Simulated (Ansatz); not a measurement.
# Photoemission of Si(111) with Li on 25 % of the top atoms and H on the rest, part 2 of 3

Wanted: the XPS lines and the band structure of Si(111) with Li on 25 % of the top atoms and H on the rest.

Ansatz 0.2.0; DFT, PBE, plane-wave PAW, default files, scalar-relativistic.

So far, gap on the k-mesh (eV): step 2 (relaxing the atoms) 0.853.

## 3. Layer-resolved bands, DOS and potential

The main run: bands along the zone's path, each state's share in the top and middle regions, the DOS and the planar potential. The cell holds 4 small cells, so the bands are unfolded.

Input file input.yaml:

```yaml
crystal:
  lattice:
    - [7.6791796437, 0.0, 0.0]
    - [3.8395898218, 6.6503646517, 0.0]
    - [0.0, 0.0, 24.8537769138]
  atoms:
    - { symbol: Li, position: [0.0, 0.0, 0.727876043] }
    - { symbol: H, position: [0.5008185518, -0.0016371035, 0.6852283666] }
    - { symbol: H, position: [-0.0016371035, 0.5008185518, 0.6852283666] }
    - { symbol: H, position: [0.5008185518, 0.5008185518, 0.6852283666] }
    - { symbol: Si, position: [0.0, 0.0, 0.6304226872] }
    - { symbol: Si, position: [0.5012174886, -0.0024349772, 0.6240174491] }
    - { symbol: Si, position: [-0.0024349772, 0.5012174886, 0.6240174491] }
    - { symbol: Si, position: [0.5012174886, 0.5012174886, 0.6240174491] }
    - { symbol: Si, position: [0.8366469735, 0.326706053, 0.5941126593] }
    - { symbol: Si, position: [0.3333333333, 0.3333333333, 0.5943886634] }
    - { symbol: Si, position: [0.8366469735, 0.8366469735, 0.5941126593] }
    - { symbol: Si, position: [0.326706053, 0.8366469735, 0.5941126593] }
    - { symbol: Si, position: [0.8330418229, 0.3339163542, 0.4990596893] }
    - { symbol: Si, position: [0.3333333333, 0.3333333333, 0.4990801515] }
    - { symbol: Si, position: [0.8330418229, 0.8330418229, 0.4990596893] }
    - { symbol: Si, position: [0.3339163542, 0.8330418229, 0.4990596893] }
    - { symbol: Si, position: [0.1665122838, 0.1665122838, 0.4669830046] }
    - { symbol: Si, position: [0.6669754324, 0.1665122838, 0.4669830046] }
    - { symbol: Si, position: [0.1665122838, 0.6669754324, 0.4669830046] }
    - { symbol: Si, position: [0.6666666667, 0.6666666667, 0.4667742411] }
    - { symbol: Si, position: [0.1666666667, 0.1666666667, 0.371925483] }
    - { symbol: Si, position: [0.6666666667, 0.1666666667, 0.371925483] }
    - { symbol: Si, position: [0.1666666667, 0.6666666667, 0.371925483] }
    - { symbol: Si, position: [0.6666666667, 0.6666666667, 0.371925483] }
    - { symbol: Si, position: [0.0, 0.0, 0.34039092] }
    - { symbol: Si, position: [0.5, 0.0, 0.34039092] }
    - { symbol: Si, position: [0.0, 0.5, 0.34039092] }
    - { symbol: Si, position: [0.5, 0.5, 0.34039092] }
    - { symbol: H, position: [0.0, 0.0, 0.281647334] }
    - { symbol: H, position: [0.5, 0.0, 0.281647334] }
    - { symbol: H, position: [0.0, 0.5, 0.281647334] }
    - { symbol: H, position: [0.5, 0.5, 0.281647334] }
kpoints:
  mp_grid: { grid: [3, 3, 1] }
scf:
  occupations: { method: fermi_dirac, width: 0.02 }
  n_extra_bands: 37
hamiltonian:
  xc: pbe
  pseudopotentials: { kind: paw }
output:
  forces: true
  write_potential: true
  volumetric_format: []
  dos:
    projected:
      site_lists:
        adsorbate: [0, 1, 2, 3]
        layer_1: [4, 5, 6, 7]
        layer_2: [8, 9, 10, 11]
        layer_3: [12, 13, 14, 15]
        middle: [16, 17, 18, 19]
        other_layers: [20, 21, 22, 23, 24, 25, 26, 27, 28, 29, 30, 31]
    de: 0.05
    e_range: [-30, 12]
    method: { smearing: { sigma: 0.12, scheme: gaussian } }
  eigenstates:
    kpoints:
      - [0.33333333, -0.33333333, 0.0]
      - [0.25, -0.375, 0.0]
      - [0.16666667, -0.41666667, 0.0]
      - [0.08333333, -0.45833333, 0.0]
      - [0.0, 0.5, 0.0]
      - [-0.08333333, 0.45833333, 0.0]
      # [... 29 more points ...]
      - [0.25, 0.5, 0.0]
      - [0.29166667, -0.41666667, 0.0]
    e_range: [-8.0, 6.0]
    unfold:
      supercell_matrix: [[2, 0, 0], [0, 2, 0], [0, 0, 1]]
      layers:
        axis: 3
        edges: [0.120706, 0.391615, 0.391715, 0.609101, 0.609201, 0.888815]
efield:
  axis: 3
  dipole_correction: true
```

Run with:

```bash
$ ansatz run input.yaml --threads 4 --pin off --max-ram 11264MiB --backend cpu --events-out ev --progress --plain --runs-dir out
```

Numbers of over 12 decimals in the logs are rounded to 6 here.

Log:

```text
[...]
Crystal: 32 atoms, lattice volume = 1269.266 Å³
Basis set: ecut = 420 eV, 24761 PW (Γ), exchange–correlation on 108×108×360 points (8 copies of the dense FFT grid, shifted against one another)
Bands: 90, of which v1, the nominal top of the filled ones, is band 53 counted from 1 (52 counted from 0)
Symmetry: 6 space group operations
[...]
k-points: 3 of 9 (time reversal used)
[...]
SCF iter   1: F=—  HF=-15573.643963 eV  |F-HF|=—  |Δ(HF+E_count)|=         —  Δρ=2.69e-3  dr2=9.67e-1  ethr=1.77e-3  p=0.720 e·Å  D=1.03e-1 V/Å  ΔV_dip=-2.55 eV  dr2_dipole=2.90e-2  V_vac-E_F(+/−)=1.61/4.17 eV  ⟨swp⟩=8.3  Hψ=1622  notcnv=0  defer=25
[...]
SCF iter   9: F=-15573.513361 eV  HF=-15573.513361 eV  |F-HF|=3.45e-9  |Δ(HF+E_count)|=   1.94e-7  Δρ=6.85e-7  dr2=1.88e-8  ethr=9.43e-11  p=0.803 e·Å  D=1.15e-1 V/Å  ΔV_dip=-2.85 eV  dr2_dipole=1.07e-10  V_vac-E_F(+/−)=1.42/4.26 eV  ⟨swp⟩=23.7  Hψ=2781  notcnv=0
SCF 1 converged in 9 iterations: F = -15573.513361 eV  dr2 = 1.88e-8
[...]
NSCF: frozen V_eff on 37 k-points
efield: sawtooth ramp at fractional position 0.9548 (kept from the solve that this one continues, or follows in the run), width 0.1000; the density the first Hamiltonian is built on has a dipole p = 0.803 e·Å; the dipole correction subtracts the counter field D = 1.15e-1 V/Å, which shifts the + side's vacuum level by -2.85 eV against the − side's; the planar-averaged density in the ramp window peaks in size at 3.1e-6 e/Å³
[...]
SCF converged after 9 iterations
Free energy (F): -15573.513361 eV
[...]
Internal energy: -15573.513361 eV  (E = F + TS)
E sigma→0 (E₀):  -15573.513361 eV
Fermi energy:    0.814538 eV
Dipole field:    D = 0.114521 V/Å  (p = 0.803299 e·Å, saw-weighted, corrected)
Work function:   Φ+ = 1.4161 eV   Φ− = 4.2625 eV
[...]
--- Forces (eV/Å), atoms counted from 1 ---
  atom   1  Li    -0.00000000    -0.00000000    -0.00264084
  atom   2  H     -0.00000000     0.00187841     0.00106045
  atom   3  H      0.00162675    -0.00093921     0.00106045
  atom   4  H     -0.00162675    -0.00093921     0.00106045
  atom   5  Si    -0.00000000    -0.00000000     0.00540480
  atom   6  Si     0.00000000    -0.00267806     0.01067532
  atom   7  Si    -0.00231926     0.00133903     0.01067532
  atom   8  Si     0.00231926     0.00133903     0.01067532
  atom   9  Si    -0.00000000     0.00849538    -0.01023871
  atom  10  Si     0.00000000     0.00000000     0.01447548
  atom  11  Si    -0.00735722    -0.00424769    -0.01023871
  atom  12  Si     0.00735722    -0.00424769    -0.01023871
  atom  13  Si     0.00000000    -0.01001642    -0.00161358
  atom  14  Si    -0.00000000    -0.00000000    -0.00337149
  atom  15  Si     0.00867448     0.00500821    -0.00161358
  atom  16  Si    -0.00867448     0.00500821    -0.00161358
  atom  17  Si    -0.00027852    -0.00016080    -0.00515491
  atom  18  Si     0.00027852    -0.00016080    -0.00515491
  atom  19  Si    -0.00000000     0.00032161    -0.00515491
  atom  20  Si     0.00000000     0.00000000     0.01060354
  atom  21  Si     0.01119542     0.00646368    -0.06613855
  atom  22  Si    -0.01119542     0.00646368    -0.06613855
  atom  23  Si     0.00000000    -0.01292736    -0.06613855
  atom  24  Si    -0.00000000    -0.00000000    -0.10372499
  atom  25  Si     0.00000000     0.00000000     0.85948423
  atom  26  Si     0.00000000    -0.00011461     0.84823995
  atom  27  Si    -0.00009926     0.00005731     0.84823995
  atom  28  Si     0.00009926     0.00005731     0.84823995
  atom  29  H     -0.00000000    -0.00000000    -0.77606632
  atom  30  H     -0.00000000     0.00195519    -0.77822909
  atom  31  H      0.00169324    -0.00097759    -0.77822909
  atom  32  H     -0.00169324    -0.00097759    -0.77822909
  max |Σ_I F_I| component: 3.30e-5 eV/Å
--- Band table (eV) ---
  k-point 0: bands = [... 49 lower, -0.0661, -0.0661, 0.3812, 0.3812, 1.2340, 1.4802, 1.4802, 1.5433, ... 33 higher]
  k-point 1: bands = [... 49 lower, -0.6611, -0.5662, -0.3544, -0.0198, 1.4040, 1.6294, 2.1357, 2.1489, ... 33 higher]
  k-point 2: bands = [... 49 lower, -1.3427, -0.8225, -0.7977, -0.2363, 1.5536, 2.3297, 2.4187, 2.7960, ... 33 higher]
```

Run time: 3.4 min. Hardware: 4 threads of Arm Neoverse V2, shared host; peak memory 4.6 GiB; 14 min of CPU time.

In the SCF lines HF is the Harris–Foulkes energy and dr2 the Hartree energy of the density residual, in eV; the loop may stop once dr2 is under the threshold and the program's other checks hold. Hψ counts applications of the Hamiltonian.

Numbers from this step:

- Fermi energy: 0.8145 eV
- gap on the k-mesh: 0.8527 eV
- zero of energy: valence-band maximum
- share of occupied states in no projected shell: 0.0113 of the occupied states in the window
- ionisation potential, upper face: 1.849 eV
- upper vacuum level less the lowest empty level (Kohn–Sham affinity): 0.9967 eV

A(k,E), total over k along the path and E. Zero: valence-band maximum.

Ten even steps from '_' (0.1 eV⁻¹) to '@' (6.2 eV⁻¹), each cell a mean:
```
::::::--++%%%%**##++**@@@@@@@@##++++------------==------::::
....::--::::==******%%%%@@%%##++--====--::::::----==++::....
::--::::--====++##@@@@##****##**==------::::::::::==++==--::
++==------::::......--++++++++====------==--::::----..::--++
..............________..::::____..--------==++====--::::....
______________........________......::::::::----::__________
____________________..::::::....____________________________
______________________::--::..______________________________
__________________::==******==--::..________________________
____________....--++**########++==----::....________________
________....::==++++++--..::++**======----------::..________
..::::::....++==------______..--------==============--::....
==--::::--++==::----__________::--::..::----------::::----==
::::--==++==::----______________::--::::::::::::--++==--::::
::--====::::----..................::--::..........::--==--::
****++====--::::..______________....::----::--------==++****
::::..____..::______________________................__..::::
________....__________________________....__________________
______................::::::::..............________________
__..::..::..__________________________..::::..______________
==--::....::::::::::::::::::::::::::::::..::--==============
______....______________________________..::......__________
```
Columns: k along the path (Å⁻¹) from 0 to 2.58; rows upwards: E (eV) from -7.27 to 4.04.

A(k,E), top over k along the path and E. Zero: valence-band maximum.

Values in eV⁻¹, 12 rows by 16 columns, each cell a mean:
```
0.54 0.66 0.82 0.94 0.85 0.86 1.08 1.05 0.68 0.69 0.68 0.69 0.74 0.70 0.65 0.52
0.53 0.57 0.69 0.60 0.78 0.94 0.88 0.91 0.82 0.60 0.66 0.56 0.47 0.72 0.59 0.53
0.30 0.33 0.36 0.46 0.32 0.19 0.30 0.24 0.30 0.62 0.68 0.66 0.67 0.46 0.33 0.30
0.06 0.08 0.12 0.23 0.48 0.66 0.74 0.71 0.61 0.39 0.26 0.23 0.20 0.10 0.07 0.06
0.05 0.04 0.06 0.10 0.16 0.39 0.73 0.59 0.27 0.14 0.07 0.05 0.05 0.04 0.04 0.05
0.06 0.11 0.19 0.24 0.54 0.70 0.52 0.64 0.65 0.53 0.43 0.29 0.27 0.17 0.09 0.06
0.35 0.27 0.28 0.49 0.38 0.25 0.08 0.11 0.34 0.27 0.36 0.48 0.48 0.42 0.34 0.35
0.26 0.44 0.53 0.35 0.33 0.10 0.08 0.09 0.17 0.40 0.22 0.21 0.23 0.41 0.44 0.25
0.66 0.55 0.39 0.34 0.17 0.15 0.16 0.16 0.15 0.23 0.38 0.39 0.39 0.39 0.50 0.66
0.09 0.07 0.15 0.16 0.20 0.19 0.16 0.17 0.20 0.18 0.18 0.08 0.05 0.05 0.07 0.09
0.07 0.18 0.26 0.22 0.16 0.16 0.18 0.17 0.15 0.19 0.25 0.23 0.09 0.07 0.07 0.06
0.24 0.23 0.19 0.16 0.15 0.17 0.18 0.18 0.17 0.16 0.18 0.27 0.33 0.32 0.27 0.25
```
Columns: k along the path (Å⁻¹) from 0 to 2.58; rows upwards: E (eV) from -7.27 to 4.04.

A(k,E), middle over k along the path and E. Zero: valence-band maximum.

Ten even steps from '_' (0.03 eV⁻¹) to '@' (2.88 eV⁻¹), each cell a mean:
```
......::++%%%%####++++%%%%%%%%##++++--::::::::::----::--....
__..::--::..::++++**%%@@@@@@%%**------::::::::::--==++::..__
::----::--==++++##%%%%**++****==--::::--........::==**++==::
**++====--::........--==--==++====::::--==--::::--==..::==**
__......______________..--::____::----::--==========::::..__
____________________________________::------====--..________
____________________________________________________________
______________________::==--..______________________________
__________________::==******++--::..________________________
____________..::==++##%%@@@@##++--------....________________
______..::::::==++****++::--**##**==------------::..________
..::--::..::++++======..____::--====++++==========++----::..
**==--::==**==--====__________::--::::::==++++++==::--==++**
::::--++**++------..____________----::::::------++**++--::::
::::--==::..----..................::--............::==--::::
++++==------::::..______________..::::::::........::--==++++
----....__::::______________________::......__________..::--
________::::__________________________::..__________________
______::::..............................::..________________
__..--::....__________________________....::::______________
**++::....::::::::::::::::::::::::::::::..::--++++++++++++**
______::::______________________________::::......__________
```
Columns: k along the path (Å⁻¹) from 0 to 2.58; rows upwards: E (eV) from -7.27 to 4.04.

A(k,E), bottom over k along the path and E. Zero: valence-band maximum.

Ten even steps from '_' (0.01 eV⁻¹) to '@' (2.42 eV⁻¹), each cell a mean:
```
......::--++++==++==++@@@@@@@@++----::..::::::::::::::::....
____........::====++++++**++==--::::::..........::::==....__
..........::::::--==++--::--==--::........____....--::::....
::::........________..------::::::::::::--::::::--::____..::
________________________....______....::::------::..________
______________________________________............__________
____________________________________________________________
______________________..--::________________________________
__________________..--++****==::..__________________________
______________..::--++++====++==--::::....__________________
__________....----==--::....--==------::::::::::..__________
____....__..----::--..______..::::..::::----------::....____
::......::==::::::::__________..::::..........::::::::....::
....::--==--::::::______________..--..............----::....
----====::::==::....................--::............::==----
****++====--....__________________....::------==========++**
....____________________________________........________....
______________________________________..____________________
______................::::::::............__________________
____....::..__________________________........______________
::::::......................................::--------::::::
______....______________________________......______________
```
Columns: k along the path (Å⁻¹) from 0 to 2.58; rows upwards: E (eV) from -7.27 to 4.04.

Peaks of A(k,E) at the labelled points: for each region the eleven nearest the zero at most, each over 6 % of that point's highest, less those above the energy where the solved bands run out; weight and spread sum the levels within three half widths or 0.3 eV, so near peaks share levels. Peaks of the spectral function, the first 40 of 128 rows:

```csv
point,weight on,E (eV),A (1/eV),weight near the peak,rms spread of levels (eV)
K,total,-4.41,2.805,1.073,0.118
K,total,-3.95,6.185,2.876,0.138
K,total,-3.71,2.978,2.573,0.117
K,total,-3.27,2.209,0.57,0.061
K,total,-2.95,2.037,0.506,0.012
K,total,-2.29,6.203,2.019,0.039
K,total,-1.73,0.648,0.159,0.107
K,total,2.01,1.546,0.427,0.044
K,total,2.43,7.357,2.503,0.046
K,total,3.47,1.113,0.479,0.13
K,total,4.13,4.196,1.66,0.092
K,top,-3.97,1.555,0.649,0.132
K,top,-3.69,0.747,0.651,0.134
K,top,-2.95,0.556,0.157,0.013
K,top,-2.31,1.002,0.313,0.022
K,top,-1.73,0.278,0.089,0.102
K,top,-0.63,0.206,0.061,0
K,top,1.17,0.204,0.055,0
K,top,1.99,0.764,0.254,0.044
K,top,2.45,1.569,0.516,0.045
K,top,3.47,0.486,0.22,0.13
K,top,4.13,1.708,0.7,0.1
K,middle,-6.59,3.73,1.237,0.028
K,middle,-4.41,1.848,0.729,0.115
K,middle,-3.97,2.3,1.033,0.141
K,middle,-3.27,0.896,0.224,0.052
K,middle,-2.95,0.982,0.244,0.012
K,middle,-2.29,4.008,1.307,0.033
K,middle,2.43,4.363,1.487,0.045
K,middle,3.47,0.325,0.123,0.13
K,middle,4.15,1.21,0.478,0.092
K,bottom,-6.55,1.546,0.487,0.006
K,bottom,-4.41,0.518,0.224,0.125
K,bottom,-3.91,2.85,1.192,0.129
K,bottom,-3.27,1.17,0.334,0.058
K,bottom,-2.95,0.498,0.104,0.008
K,bottom,-2.29,1.225,0.385,0.022
K,bottom,2.45,1.446,0.499,0.05
K,bottom,3.47,0.301,0.135,0.129
K,bottom,4.13,1.279,0.484,0.083
```

(Continued in part 3 of 3.)

[Logs are printed without paths, hosts, clocks, repeated set-up lines and the standing remarks that a program may print on its own settings, such as how far it seeks lower states.]

[Hosts, paths, dates, database ids (printed as entryN), source tags and the programs' standing remarks are cut or masked in the printed files.]

[Maps of the electrostatic potential energy from Ansatz leave out the sawtooth potential of an applied field or a dipole correction, so their vacuum need not be flat; work functions include it.]
